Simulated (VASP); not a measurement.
# KI: forms and broadenings of the independent-particle spectrum

KI, Pm-3m (no. 221), 2 atoms in the cell. PBE, independent-particle dielectric function; PAW potentials I, K_sv (PBE set).

## Input

INCAR.step1:
```
SYSTEM = KI
PREC = Accurate ; ENCUT = 300
ISMEAR = 0 ; SIGMA = 0.02
EDIFF = 1E-8 ; LASPH = .True.
KPAR = 4 ; LWAVE = .False.
LCHARG = .False. ; LEPSILON = .True.
```

INCAR.step2, as INCAR.step1 but for:
```
- LWAVE = .False.
- LEPSILON = .True.
+ LWAVE = .True.
+ NBANDS = 40
```

INCAR.step3:
```
SYSTEM = KI
PREC = Accurate ; ENCUT = 300
ISMEAR = 0 ; SIGMA = 0.02
EDIFF = 1E-7 ; LASPH = .True.
KPAR = 4 ; LWAVE = .False.
LCHARG = .False. ; LOPTICS = .True.
NBANDS = 40 ; NEDOS = 2000
CSHIFT = 0.1 ; ALGO = None
NELM = 1 ; ISTART = 1
```

INCAR.step4, as INCAR.step3 but for:
```
+ LNABLA = .True.
```

INCAR.step5, as INCAR.step4 but for:
```
- LNABLA = .True.
+ LPEAD = .True.
+ IPEAD = 2
```

INCAR.step6, as INCAR.step5 but for:
```
- IPEAD = 2
+ IPEAD = 1
```

INCAR.step7 changes the same tag again: IPEAD = 4.

INCAR.step8, as INCAR.step7 but for:
```
- CSHIFT = 0.1
- LPEAD = .True.
- IPEAD = 4
+ CSHIFT = 0.5
```

INCAR.step9, as INCAR.step8 but for:
```
- CSHIFT = 0.5
+ CSHIFT = 0.2
```

INCAR.step10 changes the same tag again: CSHIFT = 0.03.

INCAR.step11, as INCAR.step10 but for:
```
- ISMEAR = 0
- CSHIFT = 0.03
+ ISMEAR = -5
+ CSHIFT = 0.1
```

INCAR.step12, as INCAR.step11 but for:
```
- ISMEAR = -5
- SIGMA = 0.02
+ ISMEAR = 0
+ SIGMA = 0.2
```

INCAR.step13, as INCAR.step12 but for:
```
- SIGMA = 0.2
+ SIGMA = 0.02
+ OMEGAMAX = 12
```

INCAR.step14, as INCAR.step13 but for:
```
- OMEGAMAX = 12
+ OMEGAMAX = 60
```

KPOINTS:
```
k-points
0
Gamma
  10 10 10
```

POSCAR:
```
KI
1.0
    4.2911966600      0.0000000000      0.0000000000
    0.0000000000      4.2911966600      0.0000000000
    0.0000000000      0.0000000000      4.2911966600
I K
1 1
Direct
    0.5000000000      0.5000000000      0.5000000000
    0.0000000000      0.0000000000      0.0000000000
```

Commands (each step's output is kept before the next begins):
```
cat potpaw_PBE.64/I/POTCAR potpaw_PBE.64/K_sv/POTCAR > POTCAR
cp INCAR.step1 INCAR
mpirun -np 4 vasp_std > vasp.out
rm WAVECAR CHG
cp INCAR.step2 INCAR
mpirun -np 4 vasp_std > vasp.out
cp INCAR.step3 INCAR
mpirun -np 4 vasp_std > vasp.out
cp INCAR.step4 INCAR
mpirun -np 4 vasp_std > vasp.out
cp INCAR.step5 INCAR
mpirun -np 4 vasp_std > vasp.out
cp INCAR.step6 INCAR
mpirun -np 4 vasp_std > vasp.out
cp INCAR.step7 INCAR
mpirun -np 4 vasp_std > vasp.out
cp INCAR.step8 INCAR
mpirun -np 4 vasp_std > vasp.out
cp INCAR.step9 INCAR
mpirun -np 4 vasp_std > vasp.out
cp INCAR.step10 INCAR
mpirun -np 4 vasp_std > vasp.out
cp INCAR.step11 INCAR
mpirun -np 4 vasp_std > vasp.out
cp INCAR.step12 INCAR
mpirun -np 4 vasp_std > vasp.out
cp INCAR.step13 INCAR
mpirun -np 4 vasp_std > vasp.out
cp INCAR.step14 INCAR
mpirun -np 4 vasp_std > vasp.out
```

## Result

- Direct gap on the mesh (eV): 3.69
- Gap on the mesh (eV): 3.33
- Bands: 40

One ground state, settings moved in the last step alone:

| Settings | ε at zero frequency | Mean energy of the absorption, weighted by Im ε (eV) | Time (s) |
|---|---|---|---|
| longitudinal form, CSHIFT 0.1 | 3.63 | 7.27 | 3 |
| transversal form (LNABLA) | 3.74 | 7.31 | 3 |
| finite differences (LPEAD), order 2 | 3.63 | 7.28 | 4 |
| finite differences (LPEAD), order 1 | 3.59 | 7.32 | 4 |
| finite differences (LPEAD), order 4 | 3.63 | 7.27 | 6 |
| CSHIFT 0.5 | 3.62 | 7.22 | 3 |
| CSHIFT 0.2 | 3.63 | 7.26 | 3 |
| CSHIFT 0.03 | 3.63 | 7.32 | 3 |
| tetrahedron method | 3.62 | 7.31 | 3 |
| SIGMA 0.2 | 3.63 | 7.27 | 3 |
| OMEGAMAX 12, which cuts the spectrum short | 3.31 | 7.26 | 3 |
| OMEGAMAX 60 | 3.63 | 7.27 | 3 |

The mean energy covers the spectrum up to 12 eV.

On the same mesh, density-functional perturbation theory with local fields gives ε = 3.27.

Limits: Spin-orbit coupling is left out, which can matter with atoms this heavy.

VASP 6.6.1 took 151 s on 4 cores (Intel Xeon Platinum 8259CL @ 2.50GHz (Skylake/Cascade Lake)), a shared host.
